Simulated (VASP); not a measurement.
These are PBEsol GGA, VASP's PBE PAW potentials (set 64) (plane waves; VASP) values and carry that method's errors.

A VASP calculation is set up with these files.

**POSCAR**
```
NaBr
1
    0.0000000000     2.9748947342     2.9600942629
    2.9600942629     0.0000000000     2.9600942629
    2.9600942629     2.9748947342     0.0000000000
Na Br
1 1
Direct
  0.0000000000   0.0000000000   0.0000000000
  0.5000000000   0.5000000000   0.5000000000
```

**INCAR**
```
GGA  =  PS
ISMEAR  =  0   ! Gaussian
SYSTEM  =  NaBr
LASPH  =  .TRUE.   ! aspherical one-centre terms
ALGO  =  Normal
ENCUT  =  480   ! plane-wave cut-off (eV)
PREC  =  Accurate
LREAL  =  .FALSE.
LCHARG  =  .FALSE.
SIGMA  =  0.05   ! width (eV)
EDIFF  =  1E-7   ! SCF stop (eV)
NELM  =  100
LWAVE  =  .FALSE.
ISIF  =  2
LMAXMIX  =  4   ! l cut-off of mixed one-centre charges
```

**KPOINTS**
```
kpoints
0
Gamma
8 8 8
```

POTCAR, in this order: Na_pv Br (PBE.64 set). Program: vasp_std.

Output of the run:

File OSZICAR:
```
       N       E                     dE             d eps       ncg     rms          rms(c)
DAV:   1     0.842829406003E+02    0.84283E+02   -0.69078E+03  1317   0.115E+03
DAV:   2     0.922519235111E+00   -0.83360E+02   -0.78032E+02  1450   0.246E+02
DAV:   3    -0.633506916347E+01   -0.72576E+01   -0.72138E+01  1571   0.732E+01
DAV:   4    -0.648689216800E+01   -0.15182E+00   -0.15168E+00  1439   0.118E+01
DAV:   5    -0.648918965149E+01   -0.22975E-02   -0.22973E-02  1538   0.141E+00    0.155E+00
DAV:   6    -0.638484591527E+01    0.10434E+00   -0.16518E-01  1490   0.331E+00    0.902E-01
DAV:   7    -0.637283931481E+01    0.12007E-01   -0.71131E-02  1702   0.199E+00    0.497E-01
DAV:   8    -0.637494533393E+01   -0.21060E-02   -0.47644E-03  1397   0.781E-01    0.108E-01
DAV:   9    -0.637490252747E+01    0.42806E-04   -0.10500E-04  1532   0.113E-01    0.503E-02
DAV:  10    -0.637492901502E+01   -0.26488E-04   -0.55166E-05  1418   0.734E-02    0.675E-03
DAV:  11    -0.637492837055E+01    0.64447E-06   -0.47500E-06  1475   0.246E-02    0.902E-04
DAV:  12    -0.637492843589E+01   -0.65336E-07   -0.16384E-07  1472   0.390E-03
   1 F= -.63749284E+01 E0= -.63749284E+01  d E =-.126740E-10
```

OUTCAR:
```
------------------------ aborting loop because EDIFF is reached ----------------------------------------
  FORCE on cell =-STRESS in cart. coord.  units (eV):
  Direction    XX          YY          ZZ          XY          YZ          ZX
  --------------------------------------------------------------------------------------
  Total        0.0099656     -0.0481379      0.0099656      0.0000000     -0.0000000      0.0000000
  in kB        0.3062666     -1.4793968      0.3062666      0.0000000     -0.0000000      0.0000000
  external PRESSURE =      -0.2889545 kB  Pullay stress =       0.0000000 kB
  volume of cell :       52.13
      direct lattice vectors                 reciprocal lattice vectors
     0.000000000  2.974894734  2.960094263    -0.168913540  0.168073174  0.168913540
     2.960094263  0.000000000  2.960094263     0.168913540 -0.168073174  0.168913540
     2.960094263  2.974894734  0.000000000     0.168913540  0.168073174 -0.168913540
 POSITION                                       TOTAL-FORCE (eV/Angst)
 -----------------------------------------------------------------------------------
      0.00000      0.00000      0.00000         0.000000      0.000000     -0.000000
      2.96009      2.97489      2.96009        -0.000000      0.000000      0.000000
 -----------------------------------------------------------------------------------
    total drift:                               -0.000000     -0.000000      0.000000
  FREE ENERGIE OF THE ION-ELECTRON SYSTEM (eV)
  ---------------------------------------------------
  free  energy   TOTEN  =        -6.3749284359 eV

  energy  without entropy=       -6.3749284359  energy(sigma->0) =       -6.37492844
```
(Selected blocks of OUTCAR.)

The compound is NaBr in the rock salt structure. This cell was strained or had an atom moved on purpose.
